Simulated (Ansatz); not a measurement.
**Where the states of Pb lie**

```cif
data_structure
_symmetry_space_group_name_H-M 'Im-3m'
_symmetry_Int_Tables_number 229
_cell_length_a 3.9593
_cell_length_b 3.9593
_cell_length_c 3.9593
_cell_angle_alpha 90.000
_cell_angle_beta 90.000
_cell_angle_gamma 90.000
_cell_volume 62.07
loop_
_atom_site_label
_atom_site_type_symbol
_atom_site_symmetry_multiplicity
_atom_site_Wyckoff_symbol
_atom_site_fract_x
_atom_site_fract_y
_atom_site_fract_z
_atom_site_occupancy
Pb1 Pb 2 a 0.00000 0.00000 0.00000 1
```

The runs use the primitive cell with vectors (-1.980, 1.980, 1.980), (1.980, -1.980, 1.980), (1.980, 1.980, -1.980) Å, to which the k mesh refers.

The cell is the one relaxed in the Materials Project (mp-22692), not relaxed further here; entries there can be hypothetical.

No spin–orbit coupling, which matters for the heavy atoms here.

Computed with DFT, PBEsol, all-electron LAPW, scalar-relativistic (Ansatz 0.2.0).

Settings: a Γ-centred 13×13×13 k mesh, Fermi–Dirac smearing of 0.08 eV, basis error target 0.25 meV/atom, no spin polarisation.

States per eV and cell, averaged over 0.4 eV, from -9.8 to 4.0 eV, with energies (bin centres) from the Fermi level; empty bins are left out. 

| E (eV) | total |
| --- | --- |
| -9.7 | 0.30 |
| -9.3 | 0.34 |
| -8.9 | 0.40 |
| -8.5 | 0.49 |
| -8.1 | 0.67 |
| -7.7 | 0.92 |
| -7.3 | 0.65 |
| -6.9 | 0.23 |
| -6.5 | 0.14 |
| -6.1 | 0.08 |
| -5.7 | 0.04 |
| -5.3 | 0.01 |
| -3.7 | 0.13 |
| -3.3 | 0.34 |
| -2.9 | 0.50 |
| -2.5 | 0.82 |
| -2.1 | 0.69 |
| -1.7 | 0.49 |
| -1.3 | 0.48 |
| -0.9 | 0.52 |
| -0.5 | 0.57 |
| -0.1 | 0.60 |
| 0.3 | 0.61 |
| 0.7 | 0.60 |
| 1.1 | 0.63 |
| 1.5 | 0.63 |
| 1.9 | 0.63 |
| 2.3 | 0.65 |
| 2.7 | 0.67 |
| 3.1 | 0.68 |
| 3.5 | 0.65 |
| 3.9 | 0.67 |
